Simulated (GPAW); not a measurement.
Runs of GPAW 26.7.0 on Al. The structure is cubic, space group Fm-3m (No. 225). Conventional cell: a = 4.050 Å, b = 4.050 Å, c = 4.050 Å, α = 90.00°, β = 90.00°, γ = 90.00°. Al (site symmetry m-3m) is surrounded by 12 Al at 2.86 Å. 

```tsv
task	level	potentials or basis	cell	k mesh	cutoff (eV)	smearing	maxiter	optimizer	fmax	max steps	convergence	mesh quality	gap on the mesh (eV)	pressure (GPa)	relaxed volume (Å³/atom)
single point	RPBE	the program's PAW data sets (release 1.2.1) made for this functional, pw	as given	11 × 11 × 11	600	gaussian 0.05 eV	150	-	-	-	-	not flagged	none	1.1	-
relaxation of cell and atoms	PBEsol+D4	PAW data sets generated in the run's folder for this functional, pw	relaxed	11 × 11 × 11	600	fermi-dirac 0.05 eV	150	FIRE	0.05 eV/Å	60	density=1e-05 forces=0.0001	not flagged	none	0.3	15.81
relaxation of cell and atoms	RPBE+D3(BJ)	the program's PAW data sets (release 1.2.1) made for this functional, pw	relaxed	11 × 11 × 11	600	fermi-dirac 0.05 eV	150	FIRE	0.02 eV/Å	40	density=1e-05 forces=0.0001	not flagged	none	-0.2	13.56
electrostatic potential	revPBE+D3(BJ)	the program's PAW data sets (release 1.2.1) made for this functional, pw	as given	11 × 11 × 11	600	methfessel-paxton 0.2 eV	150	-	-	-	-	not flagged	none	-5.6	-
relaxation of cell and atoms	BLYP+D4	PAW data sets generated in the run's folder for this functional, pw	relaxed	11 × 11 × 11	600	fermi-dirac 0.05 eV	150	FIRE	0.02 eV/Å	40	density=1e-05 forces=0.0001	not flagged	none	0.2	15.81
Fermi surface	r2SCAN	GPAW PAW data sets (gpaw-data 1.2.1), pw	as given	11 × 11 × 11	600	fermi-dirac 0.05 eV	150	-	-	-	-	not flagged	none	-3.3	-
relaxation of cell and atoms	BLYP+D3(BJ)	PAW data sets generated in the run's folder for this functional, pw	relaxed	11 × 11 × 11	600	fermi-dirac 0.05 eV	150	FIRE	0.02 eV/Å	40	density=1e-05 forces=0.0001	not flagged	none	0.2	(a)
G0W0 quasiparticle levels	LDA	the program's PAW data sets (release 1.2.1) made for this functional, pw	as given	7 × 7 × 7	450	fermi-dirac 0.05 eV	150	-	-	-	-	coarse	none	-	-
relaxation of cell and atoms	PBEsol+D3(BJ)	PAW data sets generated in the run's folder for this functional, pw	relaxed	11 × 11 × 11	600	fermi-dirac 0.05 eV	150	BFGS	0.05 eV/Å	60	density=1e-05 forces=0.0001	not flagged	none	0.3	(b)
relaxation of cell and atoms	RPBE+D4	the program's PAW data sets (release 1.2.1) made for this functional, pw	relaxed	11 × 11 × 11	600	fermi-dirac 0.05 eV	150	LBFGS	0.02 eV/Å	60	density=1e-05 forces=0.0001	not flagged	none	0.0	15.64
single point	LDA	the program's PAW data sets (release 1.2.1) made for this functional, pw	as given	9 × 9 × 9	450	fermi-dirac 0.05 eV	80	-	-	-	-	not flagged	none	-3.3	-
```

Alike in all rows: no spin polarisation.

Question: Estimate the missing entries.

Answer: (a) 15.47; (b) 15.58.

Caveats: some runs use coarse meshes; pairwise dispersion overbinds metals, which lowers pressure and volume (some runs); later steps reuse the first step's grids (some runs); the volume moved by over 15 % at a fixed basis, so the end points are rough (some runs); the volume moved by -18 % from the deposited cell, more than functionals usually miss (some runs); this smearing can pin the Fermi level at a band edge (some runs); the PAW data sets were made with another functional, which shifts forces and pressure a little (some runs); G0W0 is unreliable with partly filled bands (some runs).

A gap of «none» marks a metal or a gap under the smearing width.

Runs at the PBE level aren't shown here.
